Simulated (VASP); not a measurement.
# Be16H (a cell with a defect) in VASP: further runs

One crystal, Be16H (a cell with a defect), is run at these levels: PBE+D3(BJ); tasks: single point.

All numbers are computed with VASP 6.6.1; they aren't measurements. Logs are shortened: lines on timing, memory, paths and dates and some standing lists are left out, and cuts for length are marked.

### 1 Starting point

The cell holds a defect, 17 atoms: a = 4.580 Å, b = 3.966 Å, c = 7.177 Å, α = 90.00°, β = 90.00°, γ = 90.00°.

The cell was built by a generator and needn't be a form met in nature.

### 2 Single point, PBE+D3(BJ)

INCAR reads:

```
PREC = Accurate
ENCUT = 520
EDIFF = 1E-6
ISMEAR = 0
SIGMA = 0.1
LREAL = Auto
LASPH = True
NELM = 100
ALGO = Fast
ISIF = 2
LWAVE = False
LCHARG = False
GGA = PE
IVDW = 12
NBANDS = 30
```

KPOINTS reads:

```
regular mesh
0
Gamma
  5 6 4
```

POSCAR reads:

```
Be16H
1.0
   -2.2900000000     -3.9663960000      0.0000000000
    3.4350000000     -1.9831980000      0.0000000000
    0.0000000000      0.0000000000      7.1768600000
Be H
16 1
Direct
    0.7497090763      0.4979583070      0.0014569046
    0.5009400134      0.3339739827      0.2502436999
    0.7497241726      0.4975549797      0.4988602258
    0.5141564370      0.3393226319      0.7529990832
    0.5021807281     -0.0025275495      0.0028948593
    0.2497317201      0.8386581191      0.2487948769
    0.5048562918     -0.0053479161      0.4951729586
    0.2497873920      0.8174364273      0.7526380618
    0.2497261380      0.5033169886      0.0044437261
   -0.0014768198      0.3339811012      0.2502496914
    0.2497407128      0.5094329643      0.4951273955
   -0.0148308719      0.3395808744      0.7530262538
   -0.0027182720     -0.0025172760      0.0028983427
    0.7497400008      0.8281882393      0.2478512887
   -0.0053586308     -0.0053290435      0.4951934411
    0.7496585591      0.8318137119      0.7494122778
    0.2495368734      0.1717503464      0.7084778023
```

Potentials or basis: VASP PAW PBE potentials, release 64 (Be, H).

Started as:

```sh
$ cat potpaw_PBE.64/Be/POTCAR potpaw_PBE.64/H/POTCAR > POTCAR
$ mpirun -np 1 vasp_std > vasp.out
```

OUTCAR:

```text
PREC = Accurate
   ENCUT = 520
   EDIFF = 1E-6
   ISMEAR = 0
   LREAL = Auto
   LASPH = True
   NELM = 100
   ISIF = 2
   GGA = PE
   IVDW = 12
 IVDW          = 12

 ion  position               nearest neighbor table
   1  0.750  0.498  0.001-  12 2.18   4 2.18  14 2.20   2 2.22  10 2.22  16 2.24   5 2.28  13 2.28
                             5 2.29  13 2.29   9 2.29   9 2.29
   2  0.501  0.334  0.250-   9 2.21  11 2.21   7 2.21   3 2.21   1 2.22   5 2.22  14 2.27   6 2.28
                            10 2.28  10 2.30  14 2.31   6 2.31
   3  0.750  0.498  0.499-  12 2.21   4 2.21  10 2.21   2 2.21  14 2.23  16 2.23   7 2.27  15 2.27
                             7 2.29  15 2.29  11 2.29  11 2.29
   4  0.514  0.339  0.753-  17 1.42  12 2.16   1 2.18   3 2.21  16 2.23   5 2.25   8 2.25   9 2.27
                            16 2.28   7 2.30  11 2.31
   5  0.502  0.997  0.003-  14 2.20   6 2.20   2 2.22  16 2.24   4 2.25   8 2.25  13 2.27   9 2.28
                             1 2.28   1 2.29  13 2.31   9 2.32
   6  0.250  0.839  0.249-  11 2.20   9 2.20  13 2.20   5 2.20   7 2.21  15 2.21   2 2.28  10 2.28
                            14 2.29  14 2.29  10 2.31   2 2.31
   7  0.505  0.995  0.495-  14 2.20   6 2.21   2 2.21  16 2.24  15 2.24  11 2.25   3 2.27   3 2.29
                             8 2.30   4 2.30  15 2.34  11 2.35
   8  0.250  0.817  0.753-  17 1.44   9 2.20  11 2.22  12 2.25   4 2.25   5 2.25  13 2.25  16 2.29
                            16 2.29   7 2.30  15 2.30
   9  0.250  0.503  0.004-   8 2.20   6 2.20  10 2.21   2 2.21  12 2.27   4 2.27   5 2.28  13 2.28
                             1 2.29   1 2.29  13 2.32   5 2.32
  10  0.999  0.334  0.250-   9 2.21  11 2.21  15 2.21   3 2.21   1 2.22  13 2.22  14 2.27   6 2.28
                             2 2.28   2 2.30  14 2.31   6 2.31
  11  0.250  0.509  0.495-   6 2.20   2 2.21  10 2.21   8 2.22   7 2.25  15 2.25   3 2.29   3 2.29
                             4 2.31  12 2.31  15 2.35   7 2.35
  12  0.985  0.340  0.753-  17 1.42   4 2.16   1 2.18   3 2.21  16 2.23  13 2.25   8 2.25   9 2.27
                            16 2.28  15 2.30  11 2.31
  13  0.997  0.997  0.003-  14 2.20   6 2.20  10 2.22  16 2.24  12 2.25   8 2.25   5 2.27   9 2.28
                             1 2.28   1 2.29   5 2.31   9 2.32
  14  0.750  0.828  0.248-  13 2.20   5 2.20   1 2.20   7 2.20  15 2.20   3 2.23  10 2.27   2 2.27
                             6 2.29   6 2.29  10 2.31   2 2.31
  15  0.995  0.995  0.495-  14 2.20   6 2.21  10 2.21  16 2.24   7 2.24  11 2.25   3 2.27   3 2.29
                             8 2.30  12 2.30   7 2.34  11 2.35
  16  0.750  0.832  0.749-  12 2.23   4 2.23   3 2.23   7 2.24  15 2.24   1 2.24   5 2.24  13 2.24
                             4 2.28  12 2.28   8 2.29   8 2.29
  17  0.250  0.172  0.708-  12 1.42   4 1.42   8 1.44

  LATTYP: Found a simple orthorhombic cell.
 ALAT       =     3.9663962620
 B/A-ratio  =     1.1547004875
 C/A-ratio  =     1.8094157835

  Lattice vectors:

 A1 = (  -3.4350000000,   1.9831980000,   0.0000000000)
 A2 = (  -2.2900000000,  -3.9663960000,   0.0000000000)
 A3 = (   0.0000000000,   0.0000000000,   7.1768600000)

Analysis of symmetry for initial positions (statically):
=====================================================================
 Subroutine PRICEL returns:
 Original cell was already a primitive cell.

 Routine SETGRP: Setting up the symmetry group for a
 simple orthorhombic supercell.

 Subroutine GETGRP returns: Found  1 space group operations
 (whereof  1 operations were pure point group operations)
 out of a pool of  8 trial point group operations.

The static configuration has the point symmetry C_1 .

Analysis of symmetry for dynamics (positions and initial velocities):
=====================================================================
 Subroutine PRICEL returns:
 Original cell was already a primitive cell.

 Routine SETGRP: Setting up the symmetry group for a
 simple orthorhombic supercell.

 Subroutine GETGRP returns: Found  1 space group operations
 (whereof  1 operations were pure point group operations)
 out of a pool of  8 trial point group operations.

The dynamic configuration has the point symmetry C_1 .

 Subroutine INISYM returns: Found  1 space group operations
 (whereof  1 operations are pure point group operations),
 and found     1 'primitive' translations

----------------------------------------------------------------------------------------

                                     Primitive cell

  volume of cell :     130.3755

  direct lattice vectors                    reciprocal lattice vectors
    -2.290000000 -3.966396000  0.000000000    -0.109170306 -0.189088533  0.000000000
     3.435000000 -1.983198000  0.000000000     0.218340611 -0.126059022  0.000000000
     0.000000000  0.000000000  7.176860000     0.000000000  0.000000000  0.139336702

  length of vectors
     4.579999697  3.966396262  7.176860000     0.218340626  0.252118027  0.139336702

  position of ions in fractional coordinates (direct lattice)
     0.749709076  0.497958307  0.001456905
     0.500940013  0.333973983  0.250243700
     0.749724173  0.497554980  0.498860226
     0.514156437  0.339322632  0.752999083
     0.502180728  0.997472450  0.002894859
     0.249731720  0.838658119  0.248794877
[... 9 lines left out ...]
     0.749658559  0.831813712  0.749412278
     0.249536873  0.171750346  0.708477802

  ion indices of the primitive-cell ions
   primitive index   ion index
                 1           1
                 2           2
                 3           3
                 4           4
                 5           5
                 6           6
[... 9 lines left out ...]
                16          16
                17          17

----------------------------------------------------------------------------------------

 KPOINTS: regular mesh

Automatic generation of k-mesh.
 Grid dimensions read from file:
 generate k-points for:    5    6    4

 Generating k-lattice:

  Cartesian coordinates                     Fractional coordinates (reciprocal lattice)
    -0.021834061 -0.037817707  0.000000000     0.200000000  0.000000000  0.000000000
     0.036390102 -0.021009837  0.000000000    -0.000000000  0.166666667  0.000000000
     0.000000000  0.000000000  0.034834175     0.000000000  0.000000000  0.250000000

  Length of vectors
     0.043668125  0.042019671  0.034834175

  Shift w.r.t. Gamma in fractional coordinates (k-lattice)
     0.000000000  0.000000000  0.000000000

 Subroutine IBZKPT returns following result:
 ===========================================

 Found     62 irreducible k-points:

 Following reciprocal coordinates:
            Coordinates               Weight
  0.000000  0.000000  0.000000      1.000000
  0.200000  0.000000  0.000000      2.000000
  0.400000  0.000000  0.000000      2.000000
  0.000000  0.166667  0.000000      2.000000
  0.200000  0.166667  0.000000      2.000000
 -0.200000  0.166667  0.000000      2.000000
[... 16 lines left out ...]
  0.000000  0.166667 -0.250000      2.000000
  0.200000  0.166667  0.250000      2.000000
 [... further k-points ...]
   k-points           NKPTS =     62   k-points in BZ     NKDIM =     62   number of bands    NBANDS=     30
   number of dos      NEDOS =    301   number of ions     NIONS =     17
   total plane-waves  NPLWV =  58320
   dimension x,y,z NGX =    36 NGY =   30 NGZ =   54
   dimension x,y,z NGXF=    72 NGYF=   60 NGZF=  108
   ions per type =              16   1
   NGX,Y,Z   is equivalent  to a cutoff of  13.07, 12.57, 12.51 a.u.
   NGXF,Y,Z  is equivalent  to a cutoff of  26.13, 25.15, 25.02 a.u.
 SYSTEM =  unknown system
   PREC   = accura    normal or accurate (medium, high low for compatibility)
   ISTART =      0    job   : 0-new  1-cont  2-samecut
   ICHARG =      2    charge: 1-file 2-atom 10-const
   ISPIN  =      1    spin polarized calculation?
   LNONCOLLINEAR =      F non collinear calculations
   LSORBIT =      F    spin-orbit coupling
   LASPH  =      T    aspherical Exc in radial PAW
   ENCUT  =  520.0 eV  38.22 Ry    6.18 a.u.   8.52  7.37 13.34*2*pi/ulx,y,z
   NELM   =    100;   NELMIN=  2; NELMDL= -5     # of ELM steps
   EDIFF  = 0.1E-05   stopping-criterion for ELM
   LREAL  =      T    real-space projection
   EDIFFG = 0.1E-04   stopping-criterion for IOM
   NSW    =      0    number of steps for IOM
   IBRION =     -1    ionic relax: 0-MD 1-quasi-New 2-CG
   NFREE  =      0    steps in history (QN), initial steepest desc. (CG)
   ISIF   =      2    stress and relaxation
   ISYM   =      2    0-nonsym 1-usesym 2-fastsym
   POTIM  = 0.5000    time-step for ionic-motion
   TEBEG  =    0.0;   TEEND  =   0.0 temperature during run
   PSTRESS=    0.0 pullay stress
   NELECT =      33.0000    total number of electrons
   NUPDOWN=      -1.0000    fix difference up-down
   EMIN   =  10.00;   EMAX   =-10.00  energy-range for DOS
   EFERMI =   0.00;   METHOD = LEGACY
   ISMEAR =     0;   SIGMA  =   0.10  broadening in eV -4-tet -1-fermi 0-gaus
   EFERMI_NEDOS =   21; number of points for ismear=-14 and -15
   IALGO  =     68    algorithm
   IMIX   =      4    mixing-type and parameters
     AMIX     =   0.40;   BMIX     =  1.00
     AMIX_MAG =   1.60;   BMIX_MAG =  1.00
  volume/ion in A,a.u.               =       7.67        51.75
  Fermi-wavevector in a.u.,A,eV,Ry     =   1.035573  1.956950 14.591049  1.072412
  Thomas-Fermi vector in A             =   2.169923
   LORBIT       =      0    0 simple, 1 ext, 2 COOP (PROOUT), +10 PAW based schemes
   GGA     = PE    functional components
   LHFCALC =     F    Hartree Fock is set to
   AEXX    =    0.0000 exact exchange contribution
   IVDW    =    12    specifies the selected vdW correction
   LEPSILON=     F    determine dielectric tensor
   LRPA    =     F    only Hartree local field effects (RPA)
 non-spin polarized calculation
 RMM-DIIS sequential band-by-band and
 Gauss-broadening in eV      SIGMA  =   0.10
  energy-cutoff  :      520.00
  volume of cell :      130.38
 maximum number of plane-waves:      3532
 NGX is ok and might be reduce to    36
   NGX = 17   NGY = 15   NGZ = 27

 number of electron      33.0000001 magnetization

 Free energy of the ion-electron system (eV)
  ---------------------------------------------------
  ext. energy  EPLUGINS =         0.00000000
  ---------------------------------------------------
  free energy    TOTEN  =       -61.42496881 eV

  energy without entropy =      -61.41507658  energy(sigma->0) =      -61.42002270

 E-fermi :   7.2300     XC(G=0): -10.5813

 val. band max:        7.2100006448   @ k =  -0.4000   0.3333   0.0000
 cond. band min:       7.2304818300   @ k =   0.4000   0.5000   0.0000
 fundamental gap:      0.0204811853
 Fermi energy:         7.2300194427

 k-point     1 :       0.0000    0.0000    0.0000
  band No.  band energies     occupation
      1      -5.0358      2.00000
      2      -2.9402      2.00000
      3      -2.1911      2.00000
      4      -0.2752      2.00000
      5       0.9684      2.00000
      6       1.5189      2.00000
[... 20 lines left out ...]
     27      10.3485      0.00000
     28      10.4125      0.00000

 k-point     2 :       0.2000    0.0000    0.0000
  band No.  band energies     occupation
      1      -4.8643      2.00000
      2      -2.8134      2.00000
      3      -1.9744      2.00000
      4      -1.2583      2.00000
      5       0.4271      2.00000
      6       1.2065      2.00000
[... 674 lines left out ...]
 k-point    24 :       0.2000    0.1667    0.2500
  band No.  band energies     occupation
      1      -4.6372      2.00000
      2      -3.0632      2.00000
      3      -1.5232      2.00000
      4      -0.6085      2.00000
      5       0.0859      2.00000
      6       0.6512      2.00000
[... 20 lines left out ...]
     27      11.9156      0.00000
     28      12.2306      0.00000

 [... further k-points ...]

 [bands above 28 left out]

------------------------ aborting loop because EDIFF is reached ----------------------------------------

 Edisp (eV)   -5.70757

 E8    (eV) :    -1.9579

  FORCE on cell =-STRESS in cart. coord.  units (eV):
  Direction    XX          YY          ZZ          XY          YZ          ZX
  --------------------------------------------------------------------------------------
  -------------------------------------------------------------------------------------
  Total      -5.29722    -4.64160    -5.00284     0.57252    -0.01809     0.03246
  in kB     -65.09719   -57.04040   -61.47963     7.03572    -0.22232     0.39890
  external pressure =      -61.21 kB  Pullay stress =        0.00 kB

 VOLUME and BASIS-vectors are now :
 -----------------------------------------------------------------------------
  energy-cutoff  :      520.00
  volume of cell :      130.38
      direct lattice vectors                 reciprocal lattice vectors
    -2.290000000 -3.966396000  0.000000000    -0.109170306 -0.189088533  0.000000000
     3.435000000 -1.983198000  0.000000000     0.218340611 -0.126059022  0.000000000
     0.000000000  0.000000000  7.176860000     0.000000000  0.000000000  0.139336702

 POSITION                                       TOTAL-FORCE (eV/Angst)
 -----------------------------------------------------------------------------------
     -0.00635     -3.96119      0.01046        -0.000958      0.000749      0.036975
      0.00005     -2.64926      1.79596        -0.004899      0.003705      0.044488
     -0.00777     -3.96045      3.58025        -0.005258      0.003222      0.053069
     -0.01185     -2.71229      5.40417        -0.004275     -0.009408      0.103099
      2.27632     -3.97003      0.02078         0.012517      0.002610      0.018111
      2.30891     -2.65376      1.78557         0.004891     -0.002767      0.017351
[... 9 lines left out ...]
      1.14056     -4.62309      5.37843        -0.005131      0.002354      0.029000
      0.01852     -1.33038      5.08465         0.007065     -0.004203     -0.695653
 -----------------------------------------------------------------------------------
    total drift:                                0.000058     -0.000041     -0.002103

  FREE ENERGIE OF THE ION-ELECTRON SYSTEM (eV)
  ---------------------------------------------------
  free  energy   TOTEN  =       -67.1325375509 eV

  energy  without entropy=      -67.1226453216  energy(sigma->0) =      -67.12759144
```

Wall time 2.9 min (1 thread of Intel Xeon 6975P-C (Granite Rapids), shared host); peak memory 0.34 GiB.

What came out:

```
Free energy                : -67.1325 eV
Pressure                   : -6.1 GPa
Largest force              : 0.696 eV/Å
Band gap on the k mesh     : none (metal or under the smearing width)
Dispersion energy per atom : -0.336 eV
```

Forces on the atoms (eV/Å):
```
Be  -0.001  0.001  0.037
Be  -0.005  0.004  0.044
Be  -0.005  0.003  0.053
Be  -0.004 -0.009  0.103
Be   0.013  0.003  0.018
Be   0.005 -0.003  0.017
Be  -0.026 -0.008  0.033
Be   0.032 -0.018  0.082
Be  -0.027  0.015  0.031
Be  -0.006  0.003  0.045
Be   0.023 -0.013  0.047
Be   0.003  0.008  0.102
Be   0.004 -0.012  0.018
Be  -0.001  0.001  0.002
Be  -0.006  0.027  0.033
Be  -0.005  0.002  0.029
H    0.007 -0.004 -0.696
```

Stress tensor (GPa, compression positive):
```
-6.51  0.70  0.04
 0.70 -5.70 -0.02
 0.04 -0.02 -6.15
```

Levels at points of the mesh, in eV from the Fermi level:
| k point | band 12 | band 13 | band 14 | band 15 | band 16 | band 17 | band 18 | band 19 | band 20 | band 21 |
| --- | --- | --- | --- | --- | --- | --- | --- | --- | --- | --- |
| (0.00, 0.00, 0.00) | -4.09 | -3.92 | -3.53 | -0.59 | 0.25 | 0.50 | 0.89 | 1.01 | 1.17 | 1.24 |
| (0.00, 0.50, 0.00) | -3.89 | -3.56 | -3.52 | -2.49 | -2.45 | -0.25 | 0.86 | 0.89 | 0.97 | 1.06 |
| (0.00, 0.00, 0.50) | -3.44 | -2.46 | -1.91 | -1.88 | -1.81 | 0.32 | 1.58 | 1.75 | 1.87 | 1.87 |
| (0.00, 0.50, 0.50) | -4.82 | -3.74 | -3.61 | -3.48 | -3.43 | 0.76 | 1.81 | 1.83 | 2.06 | 2.22 |

(Continued in part 2 of 2.)
